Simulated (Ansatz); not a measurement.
# MoSi2 (Si2Mo-type): equation of state

The task here is to estimate one member of a computed series from the others.

Method: DFT PBE, scalar-relativistic, plane waves, PAW, in Ansatz 0.2.0.

## The starting structure

It takes space group I4/mmm (No. 139, tetragonal). The conventional cell has a = 3.217 Å, b = 3.217 Å, c = 7.873 Å, α = 90.00°, β = 90.00°, γ = 90.00°. Around Si (site symmetry 4mm) lie 5 Si at 2.60 to 2.64 Å and 5 Mo at 2.62 to 2.64 Å. Around Mo (site symmetry 4/mmm) lie 10 Si at 2.62 to 2.64 Å.

Structure file:

```
CELL_PARAMETERS angstrom
-1.60852 1.60852 3.93657
1.60852 -1.60852 3.93657
1.60852 1.60852 -3.93657
ATOMIC_POSITIONS crystal
Si 0.33511 0.33511 0.00000
Si 0.66489 0.66489 0.00000
Mo 0.00000 0.00000 0.00000
```

This cell comes from an earlier session at PBE: 13.580 Å³/atom at -0.01 GPa, on a 14×14×14 mesh.

Volume factors to run: 0.980, 1.020, 0.960, 1.040, 1.070, 1.100, 0.945.

The first run:

File input.yaml:

```yaml
crystal:
  lattice:
    - [-1.5977231975, 1.5977231975, 3.9101459157]
    - [1.5977231975, -1.5977231975, 3.9101459157]
    - [1.5977231975, 1.5977231975, -3.9101459157]
  atoms:
    - { symbol: Si, position: [0.3351149525, 0.3351149525, 0.0] }
    - { symbol: Si, position: [0.6648850475, 0.6648850475, 0.0] }
    - { symbol: Mo, position: [0.0, 0.0, 0.0] }
basis:
  ecutwfc: 420
  ecutrho_ratio: 4
kpoints:
  mp_grid: { grid: [14, 14, 14] }
hamiltonian:
  xc: pbe
scf:
  occupations: { method: gaussian, width: 0.05 }
output:
  forces: true
  stress: true
  eigenvalues: true
relax:
  f_tol: 0.01
  max_steps: 40
  cell: { stress_tol: 0.1, fix: [volume] }
```

Launch:

```
$ ansatz run input.yaml --threads 4 --pin off --max-ram 7168MiB --backend cpu --events-out ev --progress --plain --runs-dir out
```

Steps of the session up to this table: At 0.980 of the relaxed volume; Scaling the volume by 1.020; Scaling the volume by 0.960; Volume × 1.040; At 1.070 of the relaxed volume; At 1.100 of the relaxed volume; Volume × 0.945.

One of the session's tables, all rows but one given; the rest of the session is left out.

It belongs to the step «The fit». 

| volume (Å³/atom) | energy (meV/atom) | pressure (GPa) |
| --- | --- | --- |
| 12.833 | 28.89 | 13.06 |
| 13.037 | 14.84 | 9.10 |
| 13.309 | 3.57 | 4.30 |
| 13.580 | 0.00 | -0.01 |
| 13.852 | 3.35 | -3.88 |
| 14.123 | ? | ? |
| 14.531 | 37.46 | -11.86 |
| 14.938 | 72.60 | -15.67 |

Estimate the missing values for volume (Å³/atom) = 14.123.

Worked estimate for «energy (meV/atom)». A straight line through the neighbours (13.852, 3.35) and (14.531, 37.46) gives 3.35 + (37.46 − 3.35) × (14.123 − 13.852) / (14.531 − 13.852) = 16.96; a parabola fitted to 4 rows on both sides gives 13.17.

**Answer.** energy (meV/atom): 12.90; pressure (GPa): -7.33. In «energy (meV/atom)» the line misses by +4.06 and the parabola by +0.27.
